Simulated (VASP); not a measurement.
VASP 6.6.1 run: MgS

INCAR

```
IBRION = -1
SIGMA = 0.02
LREAL = .FALSE.
ISMEAR = -1
ENCUT = 520
ISIF = 2
LWAVE = .FALSE.
EDIFF = 1E-7
NELM = 94
LCHARG = .FALSE.
NBANDS = 11
PREC = Accurate
LASPH = .TRUE.
NSW = 0
GGA = PE
```

KPOINTS

```
KPOINTS created by Atomic Simulation Environment
0
Monkhorst-Pack
6 6 6
0 0 0
```

POSCAR

```
Mg S
 1.0000000000000000
    -0.1382000000000000    2.8509000000000002    2.7601000000000000
     2.7780999999999998    0.0014000000000000    2.6204999999999998
     2.9386000000000001    2.8715999999999999   -0.1590000000000000
 Mg  S
   1   1
Cartesian
  2.7322418100000001  5.5784854800000003  2.5666410300000000
  1.4192803100000000  1.4057818500000001  1.4257580800000000
```

The recommended PBE PAW datasets give the neutral cell 8 valence electrons.

Command

```
mpirun -np 1 vasp_std
```

OSZICAR

```
N       E                     dE             d eps       ncg     rms          rms(c)
DAV:   1     0.243390526233E+02    0.24339E+02   -0.33229E+03  2416   0.571E+02
DAV:   2    -0.694065827105E+01   -0.31280E+02   -0.29929E+02  2827   0.982E+01
DAV:   3    -0.887847580116E+01   -0.19378E+01   -0.19348E+01  2967   0.268E+01
DAV:   4    -0.889406856600E+01   -0.15593E-01   -0.15591E-01  2839   0.287E+00
DAV:   5    -0.889426183766E+01   -0.19327E-03   -0.19327E-03  3026   0.315E-01    0.406E+00
DAV:   6    -0.836942743779E+01    0.52483E+00   -0.13192E+00  2643   0.423E+00    0.307E+00
DAV:   7    -0.833022304229E+01    0.39204E-01   -0.28318E-01  2893   0.215E+00    0.242E+00
DAV:   8    -0.833718169678E+01   -0.69587E-02   -0.25816E-02  2643   0.954E-01    0.134E+00
DAV:   9    -0.833611512348E+01    0.10666E-02   -0.28973E-03  2679   0.262E-01    0.432E-01
DAV:  10    -0.833632913637E+01   -0.21401E-03   -0.62863E-04  2694   0.120E-01    0.480E-02
DAV:  11    -0.833635058576E+01   -0.21449E-04   -0.44386E-05  2903   0.307E-02    0.329E-02
DAV:  12    -0.833635491376E+01   -0.43280E-05   -0.49508E-06  2721   0.121E-02    0.183E-02
DAV:  13    -0.833635560029E+01   -0.68654E-06   -0.24823E-06  2820   0.726E-03    0.910E-03
DAV:  14    -0.833635546590E+01    0.13439E-06   -0.21969E-07  2825   0.228E-03    0.138E-03
DAV:  15    -0.833635551358E+01   -0.47677E-07   -0.13950E-08  1524   0.649E-04
   1 F= -.83363555E+01 E0= -.83363555E+01  d E =-.426772E-11
```

Standard output (part)

```
POSCAR found type information on POSCAR MgS
 POSCAR found :  2 types and       2 ions
 LDA part: xc-table for (Slater+PW92), standard interpolation
 POSCAR, INCAR and KPOINTS ok, starting setup
 WAVECAR not read
 entering main loop
```

From OUTCAR

```
k-points           NKPTS =    108   k-points in BZ     NKDIM =    108   number of bands    NBANDS=     11

   NELECT =       8.0000    total number of electrons

   dimension x,y,z NGX =    30 NGY =   28 NGZ =   32
   dimension x,y,z NGXF=    60 NGYF=   56 NGZF=   64

  energy-cutoff  :      520.00
  volume of cell :       46.26
      direct lattice vectors                 reciprocal lattice vectors
    -0.138200000  2.850900000  2.760100000    -0.162671102  0.176010095  0.172360303
     2.778100000  0.001400000  2.620500000     0.181130596 -0.174854398  0.189675973
     2.938600000  2.871600000 -0.159000000     0.161410176  0.173581841 -0.171210313

 k-points in reciprocal lattice and weights: KPOINTS created by Atomic Simulation Env
   0.08333333  0.08333333  0.08333333       0.009
   0.25000000  0.08333333  0.08333333       0.009
   0.41666667  0.08333333  0.08333333       0.009
  -0.41666667  0.08333333  0.08333333       0.009
  -0.25000000  0.08333333  0.08333333       0.009
  -0.08333333  0.08333333  0.08333333       0.009
   0.08333333  0.25000000  0.08333333       0.009
   0.25000000  0.25000000  0.08333333       0.009
   ...

 E-fermi :   1.6849

 k-point     1 :       0.0833    0.0833    0.0833
  band No.  band energies     occupation
      1     -10.1974      2.00000
      2       0.6502      2.00000
      3       0.8206      2.00000
      4       1.0618      2.00000
      5       4.5183      0.00000
      6       8.3015      0.00000
      7       9.0450      0.00000
      8       9.5139      0.00000
      9      11.1606      0.00000
     10      11.8678      0.00000
     11      14.0969      0.00000

 k-point     2 :       0.2500    0.0833    0.0833
  band No.  band energies     occupation
      1     -10.0192      2.00000
      2      -0.5585      2.00000
      3       0.7947      2.00000
      4       0.9635      2.00000
      5       5.6311      0.00000
      6       8.1515      0.00000
      7       9.0136      0.00000
      8       9.7704      0.00000
      9      10.6250      0.00000
     10      12.0258      0.00000
     11      13.9682      0.00000

 k-point     3 :       0.4167    0.0833    0.0833
  band No.  band energies     occupation
      1      -9.7269      2.00000
      2      -1.8101      2.00000
      3       0.6800      2.00000
      4       0.8339      2.00000
      5       6.3834      0.00000
      6       8.2778      0.00000
      7       8.8578      0.00000
      8       9.6242      0.00000
      9      11.3821      0.00000
     10      13.2380      0.00000
     11      14.1231      0.00000

 k-point     4 :      -0.4167    0.0833    0.0833
  band No.  band energies     occupation
      1      -9.6246      2.00000
      2      -2.1630      2.00000
      3       0.6154      2.00000
      4       0.8052      2.00000
      5       6.3853      0.00000
      6       8.1192      0.00000
      7       9.1897      0.00000
      8       9.7742      0.00000
      9      13.0284      0.00000
     10      13.4676      0.00000
     11      14.2610      0.00000

 k-point     5 :      -0.2500    0.0833    0.0833
  band No.  band energies     occupation
      1      -9.8389      2.00000
      2      -1.4330      2.00000
      3       0.6275      2.00000
      4       0.9879      2.00000
      5       6.2129      0.00000
      6       8.3339      0.00000
      7       8.8409      0.00000
      8       9.8239      0.00000
      9      11.3959      0.00000
     10      12.3106      0.00000
     11      13.7655      0.00000

 ...

  Total       -0.0582399      0.1591110      0.0837377     -1.0243555     -0.5508517      1.0152608
  in kB       -2.0170668      5.5106175      2.9001525    -35.4773138    -19.0780829     35.1623313
  external PRESSURE =       2.1312344 kB  Pullay stress =       0.0000000 kB

 POSITION                                       TOTAL-FORCE (eV/Angst)
 -----------------------------------------------------------------------------------
      2.73224      5.57849      2.56664         0.473150     -0.203850      0.775623
      1.41928      1.40578      1.42576        -0.473150      0.203850     -0.775623
 -----------------------------------------------------------------------------------
    total drift:                               -0.000038     -0.000467      0.000089

  FREE ENERGIE OF THE ION-ELECTRON SYSTEM (eV)
  ---------------------------------------------------
  free  energy   TOTEN  =        -8.3363555136 eV

  energy  without entropy=       -8.3363555136  energy(sigma->0) =       -8.33635551
```

It converged. Results: gap between bands v and c on the k mesh 3.27 eV; least direct gap on the k mesh 3.46 eV; pressure 0.2 GPa; largest force 0.93 eV/Å. Band v is the last that the valence electrons fill when counted band by band, and c is the next.

The shifted mesh misses Γ, so a band edge there is missed.

For comparison, a separate PBE run of the intended cell, on usual settings and not on those above, gives a gap of 2.76 eV on its mesh and a pressure of 0.2 GPa.

The run above took about 22 s on one core of a shared host (Intel Xeon 6975P-C) and held 0.21 GiB at most.
